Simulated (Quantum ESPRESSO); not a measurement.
# ZrB2 (P6/mmm) in Quantum ESPRESSO: a series of runs

One crystal, ZrB2, is run at these levels: PBE; tasks: phonons.

All numbers are computed with Quantum ESPRESSO 7.5; they aren't measurements. Logs are shortened: lines on timing, memory, paths and dates and some standing lists are left out, and cuts for length are marked.

## Step 1: The structure

The structure is hexagonal, space group P6/mmm (No. 191). The conventional cell has a = 3.170 Å, b = 3.170 Å, c = 3.533 Å, α = 90.00°, β = 90.00°, γ = 120.00°. Zr (site symmetry 6/mmm) is surrounded by 12 B at 2.54 Å. Around B (site symmetry -6m2) lie 3 B at 1.83 Å.

## Step 2: Phonons, PBE

Input file pw.in:

```
&CONTROL
  calculation = 'scf'
  prefix = 'pwscf'
  outdir = './tmp'
  pseudo_dir = './pseudo'
  tprnfor = .true.
  tstress = .true.
  disk_io = 'low'
/
&SYSTEM
  ibrav = 0
  celldm(1) = 8
  nat = 3
  ntyp = 2
  ecutwfc = 55
  ecutrho = 440
  nbnd = 15
  occupations = 'smearing'
  smearing = 'mv'
  degauss = 0.01469973
/
&ELECTRONS
  conv_thr = 6d-10
  electron_maxstep = 120
  mixing_beta = 0.5
/
ATOMIC_SPECIES
Zr    91.2240 Zr_pbe_v1.uspp.F.UPF
B     10.8100 b_pbe_v1.4.uspp.F.UPF
CELL_PARAMETERS alat
  0.7488039768830   0.0000000000000   0.0000000000000
 -0.3744019884415   0.6484832664362   0.0000000000000
  0.0000000000000   0.0000000000000   0.8345502997879
ATOMIC_POSITIONS crystal
Zr     0.0000000000    0.0000000000    0.0000000000
B      0.6666666667    0.3333333333    0.5000000000
B      0.3333333333    0.6666666667    0.5000000000
K_POINTS automatic
7 7 6 0 0 0
```

Input file scf2.in:

```
&CONTROL
  calculation = 'scf'
  prefix = 'pwscf'
  outdir = './tmp'
  pseudo_dir = './pseudo'
  tprnfor = .true.
  tstress = .true.
  disk_io = 'low'
/
&SYSTEM
  ibrav = 0
  celldm(1) = 8
  nat = 3
  ntyp = 2
  ecutwfc = 55
  ecutrho = 440
  nbnd = 15
  occupations = 'smearing'
  smearing = 'mv'
  degauss = 0.01469973
/
&ELECTRONS
  conv_thr = 1d-13
  electron_maxstep = 120
  mixing_beta = 0.5
  startingpot = 'file'
  startingwfc = 'file'
/
ATOMIC_SPECIES
Zr    91.2240 Zr_pbe_v1.uspp.F.UPF
B     10.8100 b_pbe_v1.4.uspp.F.UPF
CELL_PARAMETERS alat
  0.7488039768830   0.0000000000000   0.0000000000000
 -0.3744019884415   0.6484832664362   0.0000000000000
  0.0000000000000   0.0000000000000   0.8345502997879
ATOMIC_POSITIONS crystal
Zr     0.0000000000    0.0000000000    0.0000000000
B      0.6666666667    0.3333333333    0.5000000000
B      0.3333333333    0.6666666667    0.5000000000
K_POINTS automatic
7 7 6 0 0 0
```

Input file ph.in:

```
phonons of ZrB2
&INPUTPH
  prefix = 'pwscf'
  outdir = './tmp'
  tr2_ph = 1d-18
  fildyn = 'dyn'
  niter_ph = 90
  alpha_mix(1) = 0.4
/
0.0000000000 0.0000000000 0.0000000000
```

Input file dynmat.in:

```
&INPUT
  fildyn = 'dyn'
  asr = 'crystal'
  filout = 'dynmat.disp'
  fileig = 'dynmat.eig'
/
```

Potentials or basis: SSSP 1.3 efficiency PBE.

Command:

```
$ OMP_NUM_THREADS=1 pw.x -in pw.in > pw.out
$ OMP_NUM_THREADS=1 pw.x -in scf2.in > scf2.out
$ OMP_NUM_THREADS=1 ph.x -in ph.in > ph.out
$ OMP_NUM_THREADS=1 dynmat.x -in dynmat.in > dynmat.out
```

pw.out:

```text
This program is part of the open-source Quantum ESPRESSO suite
     for quantum simulation of materials; please cite
[... 9 lines left out ...]
     --------------------
     sticks:   dense  smooth     PW     G-vecs:    dense   smooth      PW
     Sum        1069     547    163                32229    11449    1943

     Using Slab Decomposition

     bravais-lattice index     =            0
     lattice parameter (alat)  =       8.0000  a.u.
     unit-cell volume          =     207.4863 (a.u.)^3
     number of atoms/cell      =            3
     number of atomic types    =            2
     number of electrons       =        18.00
     number of Kohn-Sham states=           15
     kinetic-energy cutoff     =      55.0000  Ry
     charge density cutoff     =     440.0000  Ry
     scf convergence threshold =      6.0E-10
     mixing beta               =       0.5000
     number of iterations used =            8  plain     mixing
     Exchange-correlation=  SLA  PW   PBX  PBC
                           (   1   4   3   4   0   0   0)

     celldm(1)=   8.000000  celldm(2)=   0.000000  celldm(3)=   0.000000
     celldm(4)=   0.000000  celldm(5)=   0.000000  celldm(6)=   0.000000

     crystal axes: (cart. coord. in units of alat)
               a(1) = (   0.748804   0.000000   0.000000 )
               a(2) = (  -0.374402   0.648483   0.000000 )
               a(3) = (   0.000000   0.000000   0.834550 )

     reciprocal axes: (cart. coord. in units 2 pi/alat)
               b(1) = (  1.335463  0.771030 -0.000000 )
               b(2) = (  0.000000  1.542060  0.000000 )
               b(3) = (  0.000000 -0.000000  1.198250 )

     PseudoPot. # 1 for Zr read from file:
     Zr_pbe_v1.uspp.F.UPF
     Pseudo is Ultrasoft + core correction, Zval = 12.0
     Generated by new atomic code, or converted to UPF format
     Using radial grid of  887 points,  6 beta functions with:
                l(1) =   0
                l(2) =   0
                l(3) =   1
                l(4) =   1
                l(5) =   2
                l(6) =   2
     Q(r) pseudized with  6 coefficients,  rinner =    1.200   1.200   1.200
                                                       1.200   1.200

     PseudoPot. # 2 for B  read from file:
     b_pbe_v1.4.uspp.F.UPF
     Pseudo is Ultrasoft + core correction, Zval =  3.0
     Generated by new atomic code, or converted to UPF format
     Using radial grid of  781 points,  4 beta functions with:
                l(1) =   0
                l(2) =   0
                l(3) =   1
                l(4) =   1
     Q(r) pseudized with  8 coefficients,  rinner =    1.100   1.100   1.100

     atomic species   valence    mass     pseudopotential
     Zr               12.00    91.22400     Zr( 1.00)
     B                 3.00    10.81000     B ( 1.00)

     24 Sym. Ops., with inversion, found

   Cartesian axes

     site n.     atom                  positions (alat units)
         1        Zr     tau(   1) = (   0.0000000   0.0000000   0.0000000  )
         2        B      tau(   2) = (   0.3744020   0.2161611   0.4172751  )
         3        B      tau(   3) = (  -0.0000000   0.4323222   0.4172751  )

     number of k points=    32  Marzari-Vanderbilt smearing, width (Ry)=  0.0147
                       cart. coord. in units 2pi/alat
        k(    1) = (   0.0000000   0.0000000   0.0000000), wk =   0.0068027
        k(    2) = (   0.0000000   0.0000000   0.1997084), wk =   0.0136054
        k(    3) = (   0.0000000   0.0000000   0.3994167), wk =   0.0136054
        k(    4) = (   0.0000000   0.0000000  -0.5991251), wk =   0.0068027
        k(    5) = (   0.0000000   0.2202943   0.0000000), wk =   0.0408163
        k(    6) = (   0.0000000   0.2202943   0.1997084), wk =   0.0816327
[... 24 lines left out ...]
        k(   31) = (   0.3815609   0.6608828   0.3994167), wk =   0.0816327
        k(   32) = (   0.3815609   0.6608828  -0.5991251), wk =   0.0408163

     Dense  grid:    32229 G-vectors     FFT dimensions: (  40,  40,  45)

     Smooth grid:    11449 G-vectors     FFT dimensions: (  30,  30,  32)

     Initial potential from superposition of free atoms

     starting charge      17.9973, renormalised to      18.0000

     negative rho (up, down):  5.953E-02 0.000E+00
     Starting wfcs are   21 randomized atomic wfcs

     Self-consistent Calculation

     iteration #  1     ecut=    55.00 Ry     beta= 0.50
     Davidson diagonalization with overlap
     ethr =  1.00E-02,  avg # of iterations =  2.1

     negative rho (up, down):  6.064E-02 0.000E+00

     total energy              =    -112.08033131 Ry
     estimated scf accuracy    <       0.25915135 Ry

     iteration #  2     ecut=    55.00 Ry     beta= 0.50
     Davidson diagonalization with overlap
     ethr =  1.44E-03,  avg # of iterations =  2.0

     negative rho (up, down):  6.129E-02 0.000E+00

     total energy              =    -112.15471412 Ry
     estimated scf accuracy    <       0.04339843 Ry

     iteration #  3     ecut=    55.00 Ry     beta= 0.50
     Davidson diagonalization with overlap
     ethr =  2.41E-04,  avg # of iterations =  2.2

     negative rho (up, down):  6.194E-02 0.000E+00

     total energy              =    -112.16381208 Ry
     estimated scf accuracy    <       0.00088600 Ry

     iteration #  4     ecut=    55.00 Ry     beta= 0.50
     Davidson diagonalization with overlap
     ethr =  4.92E-06,  avg # of iterations =  4.8

     negative rho (up, down):  6.203E-02 0.000E+00

     total energy              =    -112.16396301 Ry
     estimated scf accuracy    <       0.00003075 Ry

     iteration #  5     ecut=    55.00 Ry     beta= 0.50
     Davidson diagonalization with overlap
     ethr =  1.71E-07,  avg # of iterations =  2.2

     negative rho (up, down):  6.203E-02 0.000E+00

     total energy              =    -112.16396760 Ry
     estimated scf accuracy    <       0.00000137 Ry

     iteration #  6     ecut=    55.00 Ry     beta= 0.50
     Davidson diagonalization with overlap
     ethr =  7.62E-09,  avg # of iterations =  2.3

     negative rho (up, down):  6.202E-02 0.000E+00

     total energy              =    -112.16396787 Ry
     estimated scf accuracy    <       0.00000005 Ry

     iteration #  7     ecut=    55.00 Ry     beta= 0.50
     Davidson diagonalization with overlap
     ethr =  2.62E-10,  avg # of iterations =  2.5

     negative rho (up, down):  6.201E-02 0.000E+00

     total energy              =    -112.16396789 Ry
     estimated scf accuracy    <          2.3E-09 Ry

     iteration #  8     ecut=    55.00 Ry     beta= 0.50
     Davidson diagonalization with overlap
     ethr =  1.27E-11,  avg # of iterations =  3.1

     negative rho (up, down):  6.201E-02 0.000E+00

     total energy              =    -112.16396789 Ry
     estimated scf accuracy    <          8.3E-10 Ry

     iteration #  9     ecut=    55.00 Ry     beta= 0.50
     Davidson diagonalization with overlap
     ethr =  4.62E-12,  avg # of iterations =  2.0

     negative rho (up, down):  6.201E-02 0.000E+00

     End of self-consistent calculation

          k = 0.0000 0.0000 0.0000 (  1413 PWs)   bands (ev):

   -32.7449 -10.9360 -10.3788 -10.3788   3.1683  13.2599  13.2599  13.3162
    13.5392  19.2957  19.2957  20.0682  20.0682  20.7607  21.0362

          k = 0.0000 0.0000 0.1997 (  1438 PWs)   bands (ev):

   -32.7401 -11.0295 -10.3724 -10.3724   3.5660  11.6165  13.5183  13.5183
    15.1296  17.9128  17.9128  19.2852  19.2852  20.7980  23.5395

          k = 0.0000 0.0000 0.3994 (  1414 PWs)   bands (ev):

   -32.7305 -11.2101 -10.3596 -10.3596   4.5300   9.8545  14.2411  14.2411
    16.6604  16.6604  16.7969  17.7135  17.7135  20.8828  23.2312

          k = 0.0000 0.0000-0.5991 (  1420 PWs)   bands (ev):

   -32.7257 -11.2974 -10.3531 -10.3531   5.1968   8.9331  14.9169  14.9169
    16.2236  16.2236  16.6793  16.6793  17.7267  20.9318  23.0773

          k = 0.0000 0.2203 0.0000 (  1432 PWs)   bands (ev):

   -32.7233 -10.9037 -10.5662 -10.4197   3.5692  12.1965  13.1399  13.2513
    13.6612  18.5487  19.0573  19.2721  19.7884  21.9322  22.3255

          k = 0.0000 0.2203 0.1997 (  1419 PWs)   bands (ev):

   -32.7186 -10.9942 -10.5573 -10.4127   3.9255  11.7372  12.4047  13.3295
    14.7606  17.5965  17.6775  20.0165  20.0517  21.9595  22.3233

          k = 0.0000 0.2203 0.3994 (  1424 PWs)   bands (ev):

   -32.7091 -11.1685 -10.5402 -10.3987   4.7544  10.2447  12.7246  13.4323
    15.5376  17.0469  17.0911  18.7901  19.0588  22.4550  23.5074

          k = 0.0000 0.2203-0.5991 (  1416 PWs)   bands (ev):

   -32.7043 -11.2528 -10.5318 -10.3917   5.2793   9.5112  12.9262  13.4417
    15.4687  17.2463  17.6345  18.0329  18.1548  22.5355  23.8402

          k = 0.0000 0.4406 0.0000 (  1426 PWs)   bands (ev):

   -32.6743 -10.9668 -10.8305 -10.5102   4.6582  10.1996  12.4660  13.0850
    13.8277  18.2459  18.5822  19.2371  19.5647  22.2134  23.4574

          k = 0.0000 0.4406 0.1997 (  1424 PWs)   bands (ev):

   -32.6697 -10.9587 -10.9082 -10.5019   4.8930  10.0686  12.3035  12.8071
    13.9653  17.5851  18.2963  20.1785  20.4385  22.1050  23.5451

          k = 0.0000 0.4406 0.3994 (  1423 PWs)   bands (ev):

   -32.6605 -11.0742 -10.9271 -10.4853   5.3381  10.0854  11.7117  12.3031
    14.0615  17.5502  18.4885  20.5147  20.8989  22.2029  24.4506

          k = 0.0000 0.4406-0.5991 (  1426 PWs)   bands (ev):

   -32.6560 -11.1506 -10.9157 -10.4770   5.5381  10.6288  10.8601  12.0738
    14.0413  18.8188  18.8189  18.8268  20.6070  23.8058  24.2858

          k = 0.0000 0.6609 0.0000 (  1422 PWs)   bands (ev):

   -32.6345 -11.2703 -10.7709 -10.5814   6.2173   8.1611  12.0528  12.8623
    13.3140  18.2471  18.2591  20.2223  20.6044  22.2822  24.4104

          k = 0.0000 0.6609 0.1997 (  1421 PWs)   bands (ev):

   -32.6301 -11.2550 -10.8466 -10.5722   6.2807   8.0576  12.3895  12.5221
    13.2536  17.5798  19.0556  20.7819  20.9251  23.0226  23.5773
[... 43 lines left out ...]
   -32.6300 -11.0883 -11.0107 -10.6186   5.8663   9.2402  11.1340  12.4473
    13.6280  17.9977  19.9949  20.8129  21.9874  22.1462  24.4361

          k = 0.1908 0.5507-0.5991 (  1436 PWs)   bands (ev):

   -32.6255 -11.0858 -11.0723 -10.6087   5.8537   9.3647  11.4139  11.8736
    13.5060  19.1842  20.0812  20.3851  21.6347  23.4204  24.1506

          k = 0.1908 0.7710 0.0000 (  1427 PWs)   bands (ev):

   -32.6235 -11.2563 -10.7544 -10.7091   7.2609   7.5168  11.1366  12.2672
    14.8646  15.7052  19.3028  20.4749  21.0632  24.4025  24.4121

          k = 0.1908 0.7710 0.1997 (  1431 PWs)   bands (ev):

   -32.6191 -11.2410 -10.8285 -10.6985   7.1141   7.5650  11.0839  12.7082
    13.6782  17.2911  19.6616  19.9904  21.6455  23.7636  24.7749

          k = 0.1908 0.7710 0.3994 (  1445 PWs)   bands (ev):

   -32.6103 -11.2101 -10.9729 -10.6773   6.4664   8.1786  11.0089  12.7205
    13.4060  18.6924  20.5956  20.7872  22.0487  22.8512  24.2568

          k = 0.1908 0.7710-0.5991 (  1438 PWs)   bands (ev):

   -32.6058 -11.1945 -11.0435 -10.6666   6.1916   8.4679  11.1308  12.2141
    13.6934  19.7425  20.8006  21.4371  22.1424  22.7005  23.5854

          k = 0.3816 0.6609 0.0000 (  1429 PWs)   bands (ev):

   -32.6186 -11.1325 -10.8907 -10.7472   7.1577   8.6102   9.6254  12.7969
    14.3550  17.0092  17.0625  20.0514  23.6969  24.2451  25.9891

          k = 0.3816 0.6609 0.1997 (  1436 PWs)   bands (ev):

   -32.6142 -11.1182 -10.8785 -10.8203   7.0556   8.4340   9.7906  12.9476
    13.7864  17.7270  18.3355  20.1810  23.0886  23.5439  26.2153

          k = 0.3816 0.6609 0.3994 (  1431 PWs)   bands (ev):

   -32.6054 -11.0894 -10.9632 -10.8538   6.7229   8.0837  10.4954  13.0980
    13.2697  19.1756  20.6250  20.6605  22.3710  22.8840  24.2427

          k = 0.3816 0.6609-0.5991 (  1436 PWs)   bands (ev):

   -32.6010 -11.0746 -11.0333 -10.8414   6.5347   7.9117  11.0191  13.0773
    13.1273  19.8235  21.4301  21.7644  22.1814  23.1794  23.2109

     the Fermi energy is    15.6940 ev

!    total energy              =    -112.16396789 Ry
     estimated scf accuracy    <          1.4E-12 Ry
     smearing contrib. (-TS)   =       0.00004587 Ry
     internal energy E=F+TS    =    -112.16401376 Ry

     The total energy is F=E-TS. E is the sum of the following terms:
     one-electron contribution =      -3.93906307 Ry
     hartree contribution      =      12.30190696 Ry
     xc contribution           =     -23.93606967 Ry
     ewald contribution        =     -96.59078797 Ry

     convergence has been achieved in   9 iterations

     negative rho (up, down):  6.201E-02 0.000E+00

     Forces acting on atoms (cartesian axes, Ry/au):

     atom    1 type  1   force =     0.00000000    0.00000000    0.00000000
     atom    2 type  2   force =     0.00000000    0.00000000   -0.00000000
     atom    3 type  2   force =     0.00000000    0.00000000    0.00000000

     Total force =     0.000000     Total SCF correction =     0.000000

     Computing stress (Cartesian axis) and pressure

     negative rho (up, down):  6.201E-02 0.000E+00
          total   stress  (Ry/bohr**3)                   (kbar)     P=        4.93
   0.00002781   0.00000000   0.00000000            4.09        0.00        0.00
  -0.00000000   0.00002781  -0.00000000           -0.00        4.09       -0.00
   0.00000000   0.00000000   0.00004500            0.00        0.00        6.62

=------------------------------------------------------------------------------=
   JOB DONE.
=------------------------------------------------------------------------------=
```

It took 3.3 min on 1 thread of Arm Neoverse V1, shared host; peak memory 0.16 GiB.

Results:

```
Free energy                   : -1526.0685 eV
Pressure after relaxing       : 0.5 GPa
Band gap on the k mesh        : none (metal or under the smearing width)
Highest phonon frequency at Γ : 758 cm⁻¹
```

Stress tensor (GPa, compression positive):
```
0.41 0.00 0.00
0.00 0.41 0.00
0.00 0.00 0.66
```

Levels at points of the mesh, in eV from the Fermi level:
```
            k point  band 6  band 7  band 8  band 9  band 10  band 11  band 12  band 13
 (0.00, 0.00, 0.00)   -2.43   -2.43   -2.38   -2.15     3.60     3.60     4.37     4.37
(0.00, 0.00, -0.50)   -6.76   -0.78   -0.78    0.53     0.53     0.99     0.99     2.03
```

Phonon frequencies in cm⁻¹ (negative: imaginary):
| q point | frequencies |
| --- | --- |
| (0.000, 0.000, 0.000) | -5 7 7 449 449 464 520 758 758 |

Optical modes at Γ, degenerate ones joined:
| cm⁻¹ | components | symmetry | active in |
| --- | --- | --- | --- |
| 449 | 2 | E1u | IR |
| 464 | 1 | A2u | IR |
| 520 | 1 | B1g | silent |
| 758 | 2 | E2g | Raman |

Caveat: the k mesh is coarse; the mesh is thin for the phonons of a metal.

(Continued in part 2 of 2.)
